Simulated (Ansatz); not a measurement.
Input of an Ansatz 0.2.0 run:

Contents of input.yaml:

```yaml
crystal:
  lattice:
    - [-1.838593, 1.859865, 1.833779]
    - [1.821043, -1.802863, 1.759226]
    - [1.796673, 1.760943, -1.776776]
  atoms:
    - { symbol: Hf, position: [0.003796, -0.001642, -0.007524] }
kpoints:
  mp_grid: { grid: [7, 7, 7] }
  band_path:
    path: [[-0.5, 0.0, 0.5], [0.0, 0.0, 0.0], [0.5, -0.5, 0.0]]
    npoints: 8
scf:
  occupations: { method: fermi_dirac, width: 0.1 }
hamiltonian:
  xc: blyp
  pseudopotentials: { kind: all_electron, lapw: { basis_error: 0.001 } }
magnetization:
  noncollinear: true
  spin_orbit: true
output:
  forces: true
  stress: true
  eigenvalues: true
```

Potentials or basis: all-electron LAPW, relativistic spinors.

Run with:

```sh
$ ansatz run input.yaml --threads 1 --pin off --max-ram 3072MiB --backend cpu --events-out ev --progress --plain --runs-dir out
```

(1) What does it give for the band gap along the path?

(2) What does it give for the pressure?

Results:

(1) none (metal or under the smearing width).

(2) -1.7 GPa.
